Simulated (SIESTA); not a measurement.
# Ge under changes of volume

One of the cells (22.639 Å³/atom); the others are scaled copies at fixed shape and fractional positions:

```
Ge
1.0
     0.00000    2.82891    2.82891
     2.82891    0.00000    2.82891
     2.82891    2.82891    0.00000
Ge
2
Direct
  0.75000 0.75000 0.75000
  0.50000 0.50000 0.50000
```

```yaml
Program: SIESTA 5.4.2
Functional: RPBE
Potentials_or_basis: PseudoDojo 0.4 standard (PBE files)
Basis: DZP (energy shift 0.003 Ry; two zetas on semicore shells)
Grid_cutoff: 800 Ry
Energy_shift: 0.003 Ry
k_mesh: 8 × 8 × 8
Occupations: fermi-dirac, width 0.05 eV
Spin: no spin polarisation
```

```tsv
volume (Å³/atom)	energy over the lowest point (meV/atom)	pressure (GPa)	gap on the mesh (eV)
21.281	129.95	13.6	0.47
21.733	95.26	10.9	0.41
22.186	67.43	9.0	0.34
22.639	43.86	7.5	0.24
23.092	25.05	5.8	none
23.545	?	?	?
23.997	0.00	3.0	none
```

Question: What does the run at 23.545 Å³/atom give?

Answer: Energy over the lowest point 10.32 meV/atom; pressure 4.4 GPa; gap on the mesh none.

Worked out: A Birch-Murnaghan fit of order 3 (a polynomial in V^(-2/3)) to the other rows has no minimum within the range. It gives 10.71 meV/atom at 23.545 Å³/atom, against the run's 10.32, and -dE/dV = 4.4 GPa, against 4.4.

Energies are extrapolated to zero smearing.

Caveats: the potentials were made for another functional, which shifts forces and pressure; the basis of atomic orbitals isn't converged, which shifts pressures, moduli and gaps.

A mesh can miss the band edges. Spin-orbit coupling on Ge is left out.

A gap of «none» marks a metal or a gap under the smearing width.
